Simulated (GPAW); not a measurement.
Set up this calculation in GPAW 26.7.0, as an ASE script.

* Task: relaxation of cell and atoms
* Functional: PBE
* Potentials or basis: GPAW PAW data sets (gpaw-data 1.2.1)
* Cutoff: 800 eV
* Basis: pw
* k mesh: 7 × 7 × 4
* Occupations: fermi-dirac, width 0.05 eV
* Spin: no spin polarisation
* Maxiter: 150
* Optimizer: BFGS
* Fmax: 0.01 eV/Å
* Max steps: 100
* Convergence: density=1e-06 energy=1e-06 eigenstates=1e-10

The system is AlN.

```
CELL_PARAMETERS angstrom
3.11300 0.00000 0.00000
-1.55650 2.69594 0.00000
0.00000 0.00000 4.98100
ATOMIC_POSITIONS crystal
Al 0.66667 0.33333 0.50000
Al 0.33333 0.66667 0.00000
N 0.66667 0.33333 0.88000
N 0.33333 0.66667 0.38000
```

The input as run:

run.py

```python
from ase.filters import FrechetCellFilter
from ase.io import write
from ase.optimize import BFGS
from ase.spacegroup import crystal
from gpaw import GPAW, PW

# Al 2b
# N 2b
atoms = crystal(['Al', 'N'],
                basis=[[0.6666666667, 0.3333333333, 0.5],
                       [0.6666666667, 0.3333333333, 0.88]],
                spacegroup=186, setting=1,  # P6_3mc
                cellpar=[3.113, 3.113, 4.981, 90.0, 90.0, 120.0],
                primitive_cell=True)

calc = GPAW(mode=PW(800),
            xc='PBE',
            kpts={'size': (7, 7, 4), 'gamma': True},
            occupations={'name': 'fermi-dirac', 'width': 0.05},
            nbands=18,
            convergence={'density': 1e-06, 'energy': 1e-06, 'eigenstates': 1e-10},
            maxiter=150,
            txt='gpaw.txt')
atoms.calc = calc
opt = BFGS(FrechetCellFilter(atoms), trajectory='relax.traj', logfile='-')
done = opt.run(fmax=0.01, steps=100)
calc.write('gs.gpw')
write('result.traj', atoms)
print('Converged:', done)
print('Cell:', atoms.cell.cellpar().round(4))
print('Volume:', round(atoms.get_volume(), 4))
print(atoms.get_scaled_positions().round(5))
```

Potentials or basis: GPAW PAW data sets (gpaw-data 1.2.1), pw.

Launch:

```console
$ OMP_NUM_THREADS=1 python run.py
```

It gave:

The relaxed volume is 10.69 Å³/atom and the relaxed cell is a = 3.135 Å, b = 3.135 Å, c = 5.022 Å, α = 90.00°, β = 90.00°, γ = 120.00°. The space group after relaxing (to 0.05 Å) is P6_3mc (No. 186). The energy gained by relaxing is 4.6 meV/atom. The ionic steps are 6, the pressure after relaxing is 0.0 GPa and the largest force after relaxing is 0.005 eV/Å. The band gap on the k mesh is 4.01 eV, direct.

Caveat: later steps reuse the first step's grids.

Wall time 2.1 min on 1 thread of Arm Neoverse V1, with other jobs on the host, peak memory 0.26 GiB.
